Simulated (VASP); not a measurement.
# Te2Mo: band structure with PBE

**Experimental background.**

“Broadband infrared study of pressure-tunable Fano resonance and metallization transition in 2H-MoTe2”, 2022, pmc:9569381 quotes, for a bulk crystal of Te2Mo at 300 K: band gap 0.88 ± 0.05 eV (indirect).

Crystal: Te2Mo.

```xyz
6
Lattice="3.4957 0.0000 0.0000 -1.7478 3.0273 0.0000 0.0000 0.0000 13.6948" Properties=species:S:1:pos:R:3 pbc="T T T"
Te    0.0000    2.0182    8.4530
Te    1.7478    1.0091    1.6056
Te    0.0000    2.0182   12.0892
Te    1.7478    1.0091    5.2418
Mo    0.0000    2.0182    3.4237
Mo    1.7478    1.0091   10.2711
```

```json
{
  "Program": "VASP 6.6.1",
  "Task": "band structure",
  "Functional": "PBE",
  "Potentials or basis": "VASP PAW PBE potentials, release 64 (Te, Mo_sv)",
  "Cutoff": "520 eV",
  "k mesh": "6 × 6 × 2",
  "Occupations": "gaussian, width 0.03 eV",
  "Spin": "no spin polarisation",
  "Grid for exact exchange (PRECFOCK)": "Fast",
  "Further INCAR settings": "ALGO = Fast; EDIFF = 1e-07; NBANDS = 35"
}
```

```json
{"Pressure": "3.7 GPa", "Largest force": "0.014 eV/Å", "Band gap on the k mesh": "0.71 eV, indirect (least direct gap 1.03 eV)", "Band gap along the path": "0.95 eV, indirect (least direct gap 1.03 eV)"}
```

Forces in eV/Å, atoms in the order of the input:
```
Te   0.000  0.000 -0.014
Te   0.000  0.000 -0.014
Te   0.000  0.000  0.014
Te   0.000  0.000  0.014
Mo   0.000  0.000  0.000
Mo   0.000  0.000  0.000
```

Levels at points of the mesh, in eV from the valence-band top:
```tsv
k point	band 23	band 24	band 25	band 26	band 27	band 28	band 29	band 30
(0.00, 0.00, 0.00)	-1.01	-1.01	-0.17	0.00	2.87	2.87	3.06	3.06
(0.50, 0.00, 0.00)	-1.10	-1.03	-0.66	-0.26	1.27	1.34	1.41	1.82
(0.00, 0.00, 0.50)	-1.04	-1.04	-0.04	-0.04	2.91	2.91	2.91	2.91
(0.50, 0.00, 0.50)	-1.04	-1.04	-0.46	-0.46	1.29	1.29	1.63	1.63
```

It took 61 s on 4 MPI ranks on Intel(R) Xeon(R) Platinum 8488C (Sapphire Rapids) (shared host), peak memory 0.34 GiB a rank.

A measured gap of Te2Mo is 0.88 eV (indirect; 300 K; quoted in “Broadband infrared study of pressure-tunable Fano resonance and metallization transition in 2H-MoTe2”, 2022, pmc:9569381); the calculated 0.71 eV misses it by -0.17 eV. Spin-orbit coupling on Mo, Te is left out. The value is that of PBE on a finite k mesh, which can miss the band edges, without temperature or zero-point motion. Semilocal functionals fall short of measured gaps as a rule.

Caveat: spin-orbit coupling is left out, which moves the levels of the heavy elements; this functional lacks dispersion, which binds the layers, so the pressure and a relaxed spacing across them are unreliable.
